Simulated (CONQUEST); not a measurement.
# TiC (Fm-3m) in CONQUEST: reference runs

Aim: a first look at TiC with PBEsol, on the cell as given and on a disturbed one.

Everything below comes from runs of CONQUEST 1.3. Logs are shortened: lines on timing, memory, paths and dates and some standing lists are left out, and cuts for length are marked.

### 1 Starting point

Symmetry: Fm-3m, No. 225, cubic system. The conventional cell has a = 4.331 Å, b = 4.331 Å, c = 4.331 Å, α = 90.00°, β = 90.00°, γ = 90.00°. Around Ti (site symmetry m-3m) lie 6 C at 2.17 Å. C (site symmetry m-3m) is surrounded by 6 Ti at 2.17 Å.

The cell is a database's computed one.

### 2 Single point, PBEsol

Conquest_input reads:

```
IO.Title TiC
IO.Coordinates coords.dat
IO.FractionalAtomicCoords T
IO.Iprint 2
IO.Iprint_init 1
General.NumberOfSpecies 2
General.PseudopotentialType hamann
AtomMove.TypeOfRun static
AtomMove.FullStress T
Grid.GridCutoff 150
DM.SolutionMethod diagon
Diag.MPMesh T
Diag.GammaCentred T
Diag.MPMeshX 9
Diag.MPMeshY 9
Diag.MPMeshZ 6
Diag.kT 0.00183747
minE.SCTolerance 1e-6
SC.MaxIters 100
IO.AtomChargeOutput T
IO.DumpChargeDensity T
IO.DumpESPot T
%block ChemicalSpeciesLabel
1 47.880 Ti
2 12.010 C
%endblock
```

coords.dat reads:

```
    5.7878323138     0.0000000000     0.0000000000
    0.0000000000     5.7878323138     0.0000000000
    0.0000000000     0.0000000000     8.1852309543
4
  0.0000000000   0.0000000000   0.0000000000 1 T T T
  0.5000000000   0.5000000000   0.5000000000 1 T T T
  0.0000000000   0.0000000000   0.5000000000 2 T T T
  0.5000000000   0.5000000000   0.0000000000 2 T T T
```

Potentials or basis: PseudoDojo NC PBEsol, DZP, grid cutoff 150 Ha.

Started as:

```sh
$ OMP_NUM_THREADS=1 Conquest
```

Standard output:

```text
Simulation cell dimensions:     5.7878 a0 x     5.7878 a0 x     8.1852 a0

      Atomic coordinates (a0)
         Atom         X         Y         Z  Species
            1    0.0000    0.0000    0.0000        1
            2    2.8939    2.8939    4.0926        1
            3    0.0000    0.0000    4.0926        2
            4    2.8939    2.8939    0.0000        2

         Monkhorst-Pack mesh:   9 x   9 x   6 gamma-centred
        This calculation includes non-local pseudopotentials,
         with a maximum core radius of      8.22691935

    Job title: TiC
    Job to be run: static calculation

[... 5 lines left out ...]
      Using Fermi-Dirac smearing

    Integration grid size:     32 x   32 x   48

    Integration grid spacing:  0.181 a0 x 0.181 a0 x 0.171 a0

    Number of species:  2
    --------------------------------------------------------
    |   #  mass (au)  Charge (e)  SF Rad (a0)  NSF  Label  |
    --------------------------------------------------------
    |   1     47.880      12.000        8.501   19  Ti     |
    |   2     12.010       4.000        6.511   13  C      |
    --------------------------------------------------------
          SCF tolerance:                 0.00000100
          SCF iterations:               100

    LibXC version:  6. 2. 2
    Using the GGA functional Perdew, Burke & Ernzerhof SOL
    Using the GGA functional Perdew, Burke & Ernzerhof SOL

           radial cut-off to be used is taken to be max PAO cut-off radius for this species:    8.226919

           greatest ang. mom. for making density from PAOs:  2

           radial cut-off to be used is taken to be max PAO cut-off radius for this species:    6.247137

           greatest ang. mom. for making density from PAOs:  2
    Minimum blocs/proc is      768. Maximum blocs/proc is      768
    set_atom_dens: In set_atomic_density, electrons :      32.000000000000
 matrix_size & matrix_size_padH =           64          64

    Screened ion int: energy:     -98.429726862738 Ha

    new_SC_potl: Starting.  Tolerance:  0.10000E-05

    PulayMixSC: Starting Pulay mixing, A_up =  0.500 A_dn =  0.500
    PulayMixSC: Spin non-polarised calculation.
          Harris-Foulkes Energy            :      -130.876740154323983 Ha
          GroundState Energy (E-(1/2)TS)   :      -130.876781658181841 Ha
          Free Energy (E-TS)               :      -130.876823162039727 Ha
          DFT Total Energy                 :      -130.270204033875245 Ha
          Total number of electrons        :        32.000000000000767
    PulayMixSC: Pulay iteration     1 residual:              0.10275E-01
          Harris-Foulkes Energy            :      -130.914981590865068 Ha
          GroundState Energy (E-(1/2)TS)   :      -130.915141834185249 Ha
          Free Energy (E-TS)               :      -130.915302077505430 Ha
          DFT Total Energy                 :      -130.027791391608048 Ha
          Total number of electrons        :        32.000012148658435
    PulayMixSC: Pulay iteration     2 residual:              0.12790E-01
          Harris-Foulkes Energy            :      -130.726628022697298 Ha
          GroundState Energy (E-(1/2)TS)   :      -130.726696884152631 Ha
          Free Energy (E-TS)               :      -130.726765745607963 Ha
          DFT Total Energy                 :      -130.723581017651100 Ha
          Total number of electrons        :        32.000010963819065
    PulayMixSC: Pulay iteration     3 residual:              0.12471E-02
          Harris-Foulkes Energy            :      -130.725421126813359 Ha
          GroundState Energy (E-(1/2)TS)   :      -130.725501710128754 Ha
          Free Energy (E-TS)               :      -130.725582293444148 Ha
          DFT Total Energy                 :      -130.725182409013712 Ha
          Total number of electrons        :        32.000014147290223
    PulayMixSC: Pulay iteration     4 residual:              0.64167E-03
          Harris-Foulkes Energy            :      -130.725347348063394 Ha
          GroundState Energy (E-(1/2)TS)   :      -130.725430068451402 Ha
          Free Energy (E-TS)               :      -130.725512788839382 Ha
          DFT Total Energy                 :      -130.725144745847047 Ha
          Total number of electrons        :        32.000016260823472
    PulayMixSC: Pulay iteration     5 residual:              0.22077E-03
          Harris-Foulkes Energy            :      -130.725272145111120 Ha
          GroundState Energy (E-(1/2)TS)   :      -130.725352190713807 Ha
          Free Energy (E-TS)               :      -130.725432236316522 Ha
          DFT Total Energy                 :      -130.725269507028202 Ha
          Total number of electrons        :        32.000017385139223
    PulayMixSC: Pulay iteration     6 residual:              0.23893E-04
          Harris-Foulkes Energy            :      -130.725272191874950 Ha
          GroundState Energy (E-(1/2)TS)   :      -130.725351933502083 Ha
          Free Energy (E-TS)               :      -130.725431675129244 Ha
          DFT Total Energy                 :      -130.725271973935378 Ha
          Total number of electrons        :        32.000017335981319
    PulayMixSC: Pulay iteration     7 residual:              0.76071E-05
          Harris-Foulkes Energy            :      -130.725271970413928 Ha
          GroundState Energy (E-(1/2)TS)   :      -130.725351625708754 Ha
          Free Energy (E-TS)               :      -130.725431281003580 Ha
          DFT Total Energy                 :      -130.725271970123003 Ha
          Total number of electrons        :        32.000017956868859
    PulayMixSC: Pulay iteration     8 residual:              0.23691E-06
    PulayMixSC: Reached SCF tolerance of  0.23691E-06 after      8 iterations
      | Number of electrons      =        32.000018
      |* band energy as 2Tr[K.H] =       -35.913673976545532 Ha
      |  screened ion-ion energy =       -98.429726862738221 Ha
      |  Ha correction           =         1.070262140415389 Ha
      |  XC correction           =         2.547873999184112 Ha
      | GS Energy as E-(1/2)TS   =      -130.725351625708754 Ha
      | Free Energy as E-TS      =      -130.725431281003580 Ha
      |* Harris-Foulkes energy   =      -130.725271970413928 Ha
      |* DFT total energy        =      -130.725271970123003 Ha
      |  estimated accuracy      =        -0.000000000290925 Ha

    force: Forces on atoms (Ha/a0)
    force:  Atom   X              Y              Z
    force:     1   0.0000000000  -0.0000000000   0.0000000000
    force:     2   0.0000000000  -0.0000000000   0.0000000000
    force:     3  -0.0000000000  -0.0000000000  -0.0000000000
    force:     4  -0.0000000000  -0.0000000000   0.0000000000

    force: Maximum force :        0.00000000(Ha/a0) on atom         1 in z direction
    force: Force Residual:        0.00000000 Ha/a0
    force: Total stress:          4.77354996     0.00000000     0.00000000 GPa
                             0.00000000     4.77354996     0.00000000
                             0.00000000     0.00000000     5.07983320
    force: Average pressure:     -4.87564438 GPa

    force: Finished force
    get_E_and_F: Change in energy during last step of electronic optimisation:  0.22146E-06

    BIBLIOGRAPHY: Please consider citing the following references in the conquest.bib file

    CONQUEST:         Bowler2002pt, Miyazaki2004, Nakata2020
    Basis:            Bowler2019
    DM:               Bowler:2006xr
    Pseudopotentials: Hamann2013, Bowler2019
    XC references from LibXC:
```

Run time: 6.1 min. Hardware: 1 thread of Intel Xeon Platinum 8259CL at 2.50GHz (Skylake/Cascade Lake), shared host; peak memory 0.95 GiB.

Results:

```
Free energy            : -3557.2202 eV
Pressure               : -4.9 GPa
Band gap on the k mesh : none (metal or under the smearing width)
Mulliken charges       : Ti +1.13; C -1.13 e
```

Caveat: Mulliken charges move with the basis; the box holds several primitive cells, so bands are folded and the points are those of the box's own zone; the basis of atomic orbitals isn't converged, which shifts pressures, moduli and gaps; the real-space grid breaks the cell's symmetry a little.

### 3 Single point, PBEsol (atoms moved at random, drawn with an rms of 0.05 Å)

Conquest_input, as its differences from that of step 2:

```diff
@@ -20,4 +20,2 @@
 IO.AtomChargeOutput T
-IO.DumpChargeDensity T
-IO.DumpESPot T
 %block ChemicalSpeciesLabel
```

coords.dat reads:

```
    5.7878323138     0.0000000000     0.0000000000
    0.0000000000     5.7878323138     0.0000000000
    0.0000000000     0.0000000000     8.1852309543
4
  0.4946300000   0.4802740000   0.5018080000 1 T T T
  0.9946300000   0.9802740000   0.0018080000 1 T T T
  0.0100860000   0.9884780000   0.4959120000 2 T T T
  0.5100860000   0.4884780000   0.9959120000 2 T T T
```

Potentials or basis: PseudoDojo NC PBEsol, DZP, grid cutoff 150 Ha.

Started as:

```sh
$ OMP_NUM_THREADS=1 Conquest
```

Wall time 6.1 min (1 thread of Intel Xeon Platinum 8259CL at 2.50GHz (Skylake/Cascade Lake), shared host); peak memory 0.94 GiB.

It converged, with:

* Free energy: -3557.1857 eV
* Pressure: -4.3 GPa
* Largest force: 0.597 eV/Å
* Band gap on the k mesh: none (metal or under the smearing width)
* Mulliken charges: Ti +1.13; C -1.13 e

Forces in eV/Å, atoms in the order of the input:
```
Ti   0.482  0.248 -0.250
Ti   0.482  0.248 -0.250
C   -0.470 -0.242  0.256
C   -0.470 -0.242  0.256
```

Levels at points of the mesh, in eV from the Fermi level:
| k point | band 14 | band 15 | band 16 | band 17 | band 18 | band 19 |
| --- | --- | --- | --- | --- | --- | --- |
| (0.00, 0.00, 0.00) | 0.05 | 0.49 | 0.53 | 0.61 | 1.27 | 1.55 |
| (0.00, 0.00, 0.50) | -0.87 | -0.45 | -0.45 | -0.26 | -0.26 | 2.19 |

Caveat: Mulliken charges move with the basis; the box holds several primitive cells, so bands are folded and the points are those of the box's own zone; the basis of atomic orbitals isn't converged, which shifts pressures, moduli and gaps.
